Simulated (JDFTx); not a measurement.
**Be2C under changes of volume**

One of the cells (6.765 Å³/atom); the others are scaled copies at fixed shape and fractional positions:

```xyz
3
Lattice="0.0000 2.1650 2.1650 2.1650 0.0000 2.1650 2.1650 2.1650 0.0000" Properties=species:S:1:pos:R:3 pbc="T T T"
C     0.0000    0.0000    0.0000
Be    3.2475    3.2475    3.2475
Be    1.0825    1.0825    1.0825
```

```yaml
Program: JDFTx 1.7.0 (patched build)
Functional: PBE
Potentials_or_basis: PseudoDojo-SR-PBE-0.5-standard
Cutoff: 1197 eV
Density_cutoff: 9578 eV
k_mesh: 11 × 11 × 11
Occupations: fermi-dirac, width 0.05 eV
Spin: no spin polarisation
```

```csv
volume (Å³/atom),energy over the lowest point (meV/atom),pressure (GPa),gap on the mesh (eV)
6.359,?,?,?
6.495,8.47,9.6,1.29
6.630,2.34,4.9,1.28
6.765,0.00,0.6,1.27
6.901,1.12,-3.3,1.26
7.036,5.40,-6.9,1.25
7.171,12.57,-10.1,1.24
```

**Question.** What does the run at 6.359 Å³/atom give?

**Answer.** Energy over the lowest point 18.74 meV/atom; pressure 14.7 GPa; gap on the mesh 1.30 eV.

Worked out: A Birch-Murnaghan fit of order 3 (a polynomial in V^(-2/3)) to the other rows has its minimum at 6.79 Å³/atom with B0 = V·E''(V) = 203 GPa and B' = 3.5. It gives 18.82 meV/atom at 6.359 Å³/atom, against the run's 18.74, and -dE/dV = 14.8 GPa, against 14.7. A straight line through the other rows of the gap, of slope -0.505 eV per unit of ln V, extrapolates to 1.30 eV, against the run's 1.30.

Energies are extrapolated to zero smearing.

Caveats: an odd mesh through Γ misses points on the zone boundary, where band edges often lie.
